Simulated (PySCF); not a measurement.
## Electric properties by functional and basis

Methylenecyclopropane, C₄H₆.
InChI=1S/C4H6/c1-4-2-3-4/h1-3H2

PySCF, dipoles from the SCF density, polarisabilities from static response with core orbitals frozen. Geometry: PBE0-D3(BJ)/def2-SVP; no solvent, vibrations or thermal averaging.

Reference dipole: 0.402 D (measured, gas; NIST CCCBDB Release 22 (SRD 101), experimental dipoles). The anisotropy is √(½[(α1 − α2)² + (α2 − α3)² + (α3 − α1)²]).

```
              level  μ (D)  error (%)  α (Å³)  anisotropy (Å³)
      LDA/def2-SVPD  0.491      +22.3    7.54             3.57
      PBE/def2-SVPD  0.461      +14.7    7.45             3.57
    B3LYP/def2-SVPD  0.450      +11.9    7.35             3.53
     PBE0/def2-SVPD  0.448      +11.3    7.26             3.50
BHandHLYP/def2-SVPD  0.445      +10.6    7.18             3.51
CAM-B3LYP/def2-SVPD  0.454      +12.8    7.25             3.47
  wB97X-D/def2-SVPD  0.455      +13.1    7.26             3.45
  LC-wPBE/def2-SVPD  0.436       +8.6    7.05             3.37
       HF/def2-SVPD  0.457      +13.6    7.10             3.57
        PBE0/6-31G*  0.420       +4.5    6.00             3.69
       PBE0/6-31+G*  0.471      +17.2    6.90             3.66
      PBE0/def2-SVP  0.391       -2.7    6.30             3.67
   PBE0/aug-cc-pVDZ  0.475      +18.2    7.49             3.58
     PBE0/def2-TZVP  0.459      +14.2    7.12             3.67
    PBE0/def2-TZVPD  0.466      +15.9    7.46             3.54
```

For the dipole, the smallest error is 2.7% (PBE0/def2-SVP) and the largest 22.3% (LDA/def2-SVPD). The dipole runs from 0.39 D (PBE0/def2-SVP) to 0.49 D (LDA/def2-SVPD). No reference polarisability is at hand; against PBE0 in the largest diffuse basis at hand (def2-TZVPD) the other PBE0 rows deviate by 6-31G* -20%, 6-31+G* -7%, def2-SVP -16%, def2-SVPD -3%, aug-cc-pVDZ 0%, def2-TZVP -5%. In one basis (def2-SVPD) the functionals order the polarisability from LC-wPBE (lowest) to LDA (highest), a spread of 7%. With PBE0 the polarisability is 6.47 Å³ without diffuse functions (mean of 6-31G*, def2-SVP and def2-TZVP) and 7.28 Å³ with them (mean of 6-31+G*, def2-SVPD, aug-cc-pVDZ and def2-TZVPD). Measured values can belong to vibrating molecules; the computed ones are for one fixed geometry.
